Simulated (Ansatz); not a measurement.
Stiffness of compounds in space group R-3m

Computed with DFT, PBE, all-electron LAPW, scalar-relativistic in Ansatz 0.2.0.

All compounds have space group R-3m with 3 atoms in the primitive cell. V0, B0 and B0′ come from third-order Birch–Murnaghan fits to pressures at five volumes, with shape and internal coordinates held; prototypes and MP cells needn't be known phases. No run is spin-polarised.

Where a row has no spin, whether a magnetic state lies lower isn't shown here.

No spin–orbit coupling, which matters for the heavy atoms here.

Re: Re 3a (0.000 0.000 0.000), Re 6c (0.333 0.667 0.889); shape as in a = 2.77 Å, b = 2.77 Å, c = 20.10 Å, α = 90.00°, β = 90.00°, γ = 120.00°; MP-relaxed cell mp-975065; 15×15×15 mesh, smearing 0.05 eV; no spin
In: In 3a (0.000 0.000 0.000), In 6c (0.000 0.000 0.778); shape as in a = 3.34 Å, b = 3.34 Å, c = 24.62 Å, α = 90.00°, β = 90.00°, γ = 120.00°; MP-relaxed cell mp-1184502; 14×14×14 mesh, smearing 0.05 eV; no spin
Li: Li 3a (0.000 0.000 0.000), Li 6c (0.333 0.667 0.889); shape as in a = 3.10 Å, b = 3.10 Å, c = 22.76 Å, α = 90.00°, β = 90.00°, γ = 120.00°; COD 9017802, measured; 12×12×12 mesh, smearing 0.05 eV; no spin

| compound | V0 (Å³/atom) | B0 (GPa) | B0′ |
| --- | --- | --- | --- |
| Re | 14.96 | 363 | 4.4 |
| In | ? | ? | 5.1 |
| Li | 20.23 | ? | 3.3 |

Q: Give the missing entry: row "Li", column "B0 (GPa)".

A: 14.

Q: Give the missing entry: row "In", column "B0 (GPa)".

A: 35.

Q: Fill in "V0 (Å³/atom)" for the row "In".

A: 27.61.
